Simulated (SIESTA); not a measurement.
Crystal: Sb.

```
Sb
1.0
     3.16000    0.00000    0.00000
     0.00000    3.16000    0.00000
     0.00000    0.00000    3.16000
Sb
1
Direct
  0.00000 0.00000 0.00000
```

This isn't the form of Sb at room conditions, which is rhombohedral.

| Item | Value |
| --- | --- |
| Program | SIESTA 5.4.2 |
| Task | single point |
| Functional | PBE |
| Potentials or basis | PseudoDojo 0.4 standard (PBE files) |
| Basis | DZP (energy shift 0.003 Ry; two zetas on semicore shells) |
| Grid cutoff | 500 Ry |
| Energy shift | 0.003 Ry |
| k mesh | 8 × 8 × 8 |
| Occupations | fermi-dirac, width 0.05 eV |
| Spin | no spin polarisation |

On this cell: pressure -1.4 GPa; band gap on the k mesh none (metal or under the smearing width).

The same run follows on a disturbed copy (cell strained at random at fixed volume):

```
Sb
1.0
     3.18307   -0.00916   -0.07927
    -0.00916    3.13721   -0.05653
    -0.07927   -0.05653    3.16292
Sb
1
Direct
  0.00350 0.00307 0.97826
```

Question: What changes?

Answer: The energy (extrapolated to zero smearing) moves by +1.3 meV/atom; pressure -1.5 GPa; band gap on the k mesh none (metal or under the smearing width).

Stress tensor (GPa, compression positive):
```
-2.34 -0.10  0.45
-0.10 -0.41  0.06
 0.45  0.06 -1.76
```

Caveats: the basis of atomic orbitals isn't converged, which shifts pressures, moduli and gaps.
